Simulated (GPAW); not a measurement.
# AlN (P6_3mc) in GPAW: a series of runs

Aim: see how the results for AlN move with the level of theory and the settings. Levels: WC, PBE, LDA. Tasks: band structure.

Everything below comes from runs of GPAW 26.7.0. Logs are shortened: lines on timing, memory, paths and dates and some standing lists are left out, and cuts for length are marked. The log counts tension as positive stress, the text compression.

**The experiment to reproduce.**

From “Self-assembly of well-separated AlN nanowires directly on sputtered metallic TiN films”, 2019, arxiv:1910.07391, for a bulk crystal of AlN at 10 K: band gap 6.034 eV (an exciton energy, a little under the gap).

“Structural and optical properties of self-assembled AlN nanowires grown on SiO2/Si substrates by molecular beam epitaxy”, 2024, arxiv:2402.00216 quotes, for a bulk crystal of AlN at 0 K: band gap 6.0343 eV (an exciton energy, a little under the gap).

The results are compared with them further down.

## Step 1: Starting point

The structure is hexagonal, space group P6_3mc (No. 186). The conventional cell has a = 3.113 Å, b = 3.113 Å, c = 4.981 Å, α = 90.00°, β = 90.00°, γ = 120.00°. Around Al (site symmetry 3m) lie 4 N at 1.89 Å. N (site symmetry 3m) has 4 Al at 1.89 Å as nearest neighbours.

## Step 2: Band structure, WC

Input file run.py:

```python
from ase import Atoms
from ase.dft.bandgap import bandgap
from ase.io import write
from ase.units import GPa
from gpaw import GPAW, PW, setup_paths

setup_paths.insert(0, '.')

atoms = Atoms(['Al', 'Al', 'N', 'N'],
              cell=[[3.113, 0.0, 0.0],
                    [-1.5565, 2.695937082, 0.0],
                    [0.0, 0.0, 4.981]],
              scaled_positions=[[0.6666666667, 0.3333333333, 0.5],
                                [0.3333333333, 0.6666666667, 0.0],
                                [0.6666666667, 0.3333333333, 0.88],
                                [0.3333333333, 0.6666666667, 0.38]],
              pbc=True)

calc = GPAW(mode=PW(800),
            xc='WC',
            kpts={'size': (7, 7, 4), 'gamma': True},
            occupations={'name': 'fermi-dirac', 'width': 0.05},
            nbands=18,
            convergence={'density': 1e-05, 'energy': 1e-05},
            maxiter=150,
            txt='gpaw.txt')
atoms.calc = calc
energy = atoms.get_potential_energy()
forces = atoms.get_forces()
stress = atoms.get_stress()
calc.write('gs.gpw')
write('result.traj', atoms)
print(f'Energy: {energy:.6f} eV')
print('Forces (eV/A):')
print(forces.round(4))
print('Stress (GPa):', (stress / GPa).round(3))
print('Fermi level:', round(calc.get_fermi_level(), 4), 'eV')
print(f'Gap: {bandgap(calc)[0]:.4f} eV, direct: {bandgap(calc, direct=True)[0]:.4f} eV')

path = atoms.cell.bandpath('GMKGALHA,LM,KH', npoints=80, eps=1e-4)
bs_calc = calc.fixed_density(kpts=path, symmetry='off', nbands=29,
                             convergence={'bands': 'CBM+6.0', 'eigenstates': 1e-6}, txt='bands.txt')
bs = bs_calc.band_structure()
bs.write('bs.json')
print(f'Gap on the path: {bandgap(bs_calc)[0]:.4f} eV')
```

Potentials or basis: PAW data sets generated in the run's folder for this functional, pw.

Started as:

```bash
$ gpaw-setup -f WC Al N
$ OMP_NUM_THREADS=1 python run.py
```

gpaw.txt:

```text
__  _  _
 | _ |_)|_||  |
 |__||  | ||/\| - 26.7.0

Input parameters:
  mode=PW(ecut=800.0),
  convergence={'density': 1e-05, 'energy': 1e-05},
  kpts=MonkhorstPack(size=(7, 7, 4), gamma=True),
  maxiter=150,
  nbands=18,
  occupations=Occupations(name='fermi-dirac', width=0.05),
  xc=XC(name='WC')

Diagonalizing LCAO Hamiltonian
Converting LCAO to pw mode

           N

           Al
        N

        Al

Atoms  # Å, Bohr magnetons
|   | symbol |         x |        y |        z |    initial magnetic moments |
|---|--------|-----------|----------|----------|-----------------------------|
| 0 |     Al |  1.556500 | 0.898646 | 2.490500 | ( 0.0000,  0.0000,  0.0000) |
| 1 |     Al | -0.000000 | 1.797291 | 0.000000 | ( 0.0000,  0.0000,  0.0000) |
| 2 |      N |  1.556500 | 0.898646 | 4.383280 | ( 0.0000,  0.0000,  0.0000) |
| 3 |      N | -0.000000 | 1.797291 | 1.892780 | ( 0.0000,  0.0000,  0.0000) |

Unit cell  # Å
| periodic |         x |        y |        z |  lengths |     angles |
|----------|-----------|----------|----------|----------|------------|
|      yes |  3.113000 | 0.000000 | 0.000000 | 3.113000 |  90.000000 |
|      yes | -1.556500 | 2.695937 | 0.000000 | 3.113000 |  90.000000 |
|      yes |  0.000000 | 0.000000 | 4.981000 | 4.981000 | 120.000000 |

Number of symmetries: 6
Symmetry operations  # r_c * U_cc + t_c -> r_c
|   | kind |            matrix            |
|---|------|------------------------------|
| 0 |  σ   |  1, 1, 0,  0,-1, 0,  0, 0, 1 |
| 1 |  E   |  1, 0, 0,  0, 1, 0,  0, 0, 1 |
| 2 |  C3  |  0, 1, 0, -1,-1, 0,  0, 0, 1 |
| 3 |  σ   |  0,-1, 0, -1, 0, 0,  0, 0, 1 |
| 4 |  σ   | -1, 0, 0,  1, 1, 0,  0, 0, 1 |
| 5 |  C3  | -1,-1, 0,  1, 0, 0,  0, 0, 1 |

BZ-sampling:
  Number of BZ points: 196
  Number of IBZ points: 28

  Monkhorst-Pack size: [7, 7, 4]
  Monkhorst-Pack shift: [0.0, 0.0, 0.125]

K-points  # in reciprocal-cell coordinates
|     |                                coordinates |     weight |
|-----|--------------------------------------------|------------|
|   0 | (  0.00000000,   0.00000000,   0.00000000) | 0.00510204 |
|   1 | (  0.00000000,   0.00000000,   0.25000000) | 0.01020408 |
|   2 | (  0.00000000,   0.00000000,   0.50000000) | 0.00510204 |
|   3 | (  0.14285714,   0.00000000,  -0.25000000) | 0.03061224 |
|   4 | (  0.14285714,   0.00000000,   0.00000000) | 0.03061224 |
|   5 | (  0.14285714,   0.00000000,   0.25000000) | 0.03061224 |
|   6 | (  0.14285714,   0.00000000,   0.50000000) | 0.03061224 |
|   7 | (  0.28571429,  -0.14285714,   0.00000000) | 0.03061224 |
|   8 | (  0.28571429,  -0.14285714,   0.25000000) | 0.06122449 |
|   9 | (  0.28571429,  -0.14285714,   0.50000000) | 0.03061224 |
| ... |                                            |            |
|  27 | (  0.42857143,   0.42857143,   0.50000000) | 0.03061224 |

Plane wave coefficients: 2177
Cutoff: 800.0 eV

Spin-components: 1 (collinear spins)
Bands:           18
Projectors:      20
Spin-degeneracy: 2
Datatype:        complex128

Parallelization:
  kpt:    1
  domain: 1
  band:   1

Density:
  Valence electrons: 16.0
  Components: 1
  Grid points: [21 21 35]
  Charge: 0.0  # |e|

Potential:
  Grid points: [21 21 35]

species:
  Al:
    name:    Aluminium
    Z:       13.0
    valence: 3
    core:    10
    charge:  0.0  # [|e|]
    compensation charges:
      type: gauss
      rc: 0.34  # [Å]
      lmax: 2
    cutoffs:
      filter: 1.91  # [Å]
      core: 2.36  # [Å]
    projectors
    | kind |    occ | energy [eV] | rcut [Å] |
    |------|--------|-------------|----------|
    |   3s |  2.000 |      -7.720 |    1.085 |
    |   3p |  1.000 |      -2.679 |    1.085 |
    |    s |        |      19.492 |    1.085 |
    |    p |        |      24.532 |    1.085 |
    |    d |        |       0.000 |    1.085 |

    Using partial waves for Al as LCAO basis

  N:
    name:    Nitrogen
    Z:       7.0
    valence: 5
    core:    2
    charge:  0.0  # [|e|]
    compensation charges:
      type: gauss
      rc: 0.18  # [Å]
      lmax: 2
    cutoffs:
      filter: 1.11  # [Å]
      core: 0.96  # [Å]
    projectors
    | kind |    occ | energy [eV] | rcut [Å] |
    |------|--------|-------------|----------|
    |   2s |  2.000 |     -18.472 |    0.603 |
    |   2p |  3.000 |      -7.053 |    0.529 |
    |    s |        |       8.739 |    0.603 |
    |    p |        |      20.158 |    0.529 |
    |    d |        |       0.000 |    0.577 |

    Using partial waves for N as LCAO basis

Reference energy: -16152.596824  # eV

eigensolver:
  PPCG
  Converge bands: occupied
  niter=2

density mixing:
  MSR1-Mixer
  Pratt-step length: 0.05
  Maximum mixing coefficient: 0.75
  Old densities: 10
  SVD Regularization: 0.005
  Good broyden scale: 1.0
  Trust region scale: 1.0
  Backstep threshold: 4.0
  History deletion threshold: 6.0
  Fourier metric: weight=20.0, sigma=0.015

occupation numbers:
  Fermi-Dirac:
    width: 0.0500  # eV

poisson solver:
  ecut: 6400.0  # eV

xc functional:
  name: WC with 2 nearest neighbor stencil

convergence criteria:
- Maximum integral of absolute [dens]ity change: 1e-05 electrons / valence electron
- Maximum [total energy] change in last 3 cyles: 1e-05 eV / valence electron
- Maximum integral of absolute [eigenst]ate change: 4e-08 eV^2 / valence electron
maximum number of iterations: 150

SCF iterations
|iter     | |      energy | eigst |  dens |
|---------|-|-------------|-------|-------|
|iter:   1| |  -35.148917 | -0.25 |       |
|iter:   2| |  -34.133006 | -2.05 | -0.56 |
|iter:   3| |  -31.161586 | -0.79 | -0.61 |
|iter:   4| |  -31.162062 | -2.94 | -1.25 |
|iter:   5| |  -31.165551 | -3.55 | -1.56 |
|iter:   6| |  -31.165611 | -5.79 | -2.80 |
|iter:   7| |  -31.165622c| -6.52 | -3.19 |
|iter:   8| |  -31.165622c| -8.01c| -4.37 |
|iter:   9| |  -31.165622c| -7.68c| -4.68 |
|iter:  10| |  -31.165622c| -8.61c| -5.11c|

Converged in 10 steps
Energy contributions relative to reference atoms: (reference = -16152.596824)

Energy contributions:
  Kinetic:          34.534396
  Coulomb:         -30.227343
  Zero:              0.159164
  External:          0.000000
  Xc:              -35.631840
  Entropy:          -0.000000
  Spinorbit:         0.000000
  ----------------------------
  Free energy:     -31.165622
  Extrapolated:    -31.165622

dipole moment: (-0.000001, -0.000001, -6.846148)  # |e|*Ang

Fermi level: 6.935
Eigenvalues  # (at kpt = [0.000, 0.000, 0.000])
| band index |      eig [eV] | occ [0-2] |
|------------|---------------|-----------|
|          0 |        -9.118 |     2.000 |
|          1 |        -6.935 |     2.000 |
|          2 |        -0.016 |     2.000 |
|          3 |         5.174 |     2.000 |
|          4 |         5.174 |     2.000 |
|          5 |         5.832 |     2.000 |
[... 8 lines left out ...]
|         14 |        19.098 |     0.000 |
|         15 |        19.098 |     0.000 |
|        ... |               |           |
|         17 |        20.708 |     0.000 |

Gap: 4.165 eV
Transition (v -> c):
  (s=0, k=0, n=7, [0.00, 0.00, 0.00]) -> (s=0, k=0, n=8, [0.00, 0.00, 0.00])
No difference between direct/indirect transitions

Forces  # eV/Ang
|        x |       y |        z |
|----------|---------|----------|
|  0.00000 | 0.00000 | -0.13089 |  # Al   0
| -0.00000 | 0.00000 | -0.13089 |  # Al   1
| -0.00000 | 0.00000 |  0.13128 |  # N    2
|  0.00000 | 0.00000 |  0.13090 |  # N    3

Stress tensor  # eV/Ang^3
|         x |         y |         z |
|-----------|-----------|-----------|
| -0.002090 | -0.000000 |  0.000000 |
| -0.000000 | -0.002090 |  0.000000 |
|  0.000000 |  0.000000 | -0.011753 |

# Writing to gs.gpw (mode='')
```

Wall time 26 s (1 thread of AMD EPYC 9R45 (Zen 5), shared host); peak memory 0.32 GiB.

Results:

| Quantity | Value |
| --- | --- |
| Free energy | -31.1656 eV |
| Pressure | 0.9 GPa |
| Largest force | 0.131 eV/Å |
| Band gap on the k mesh | 4.16 eV, direct |
| Band gap along the path | 4.16 eV, direct |

Forces on the atoms (eV/Å):
```
Al   0.000  0.000 -0.131
Al   0.000  0.000 -0.131
N    0.000  0.000  0.131
N    0.000  0.000  0.131
```

Levels at the corners of the path, in eV from the valence-band top:
```csv
point,band 6,band 7,band 8,band 9,band 10,band 11
Γ,-0.18,-0.18,0.00,4.16,6.59,10.51
M,-2.08,-1.79,-0.66,5.71,5.71,8.13
K,-2.44,-2.39,-2.39,4.92,8.25,9.61
Γ,-0.18,-0.18,0.00,4.16,6.59,10.51
A,-0.52,-0.52,-0.52,6.40,6.40,10.25
L,-1.45,-1.36,-1.36,5.22,5.22,9.19
H,-3.88,-0.79,-0.79,7.32,7.32,7.78
A,-0.52,-0.52,-0.52,6.40,6.40,10.25
L,-1.45,-1.36,-1.36,5.22,5.22,9.19
M,-2.08,-1.79,-0.66,5.71,5.71,8.13
K,-2.44,-2.39,-2.39,4.92,8.25,9.61
H,-3.88,-0.79,-0.79,7.32,7.32,7.78
```

[end of part 1 of 3]
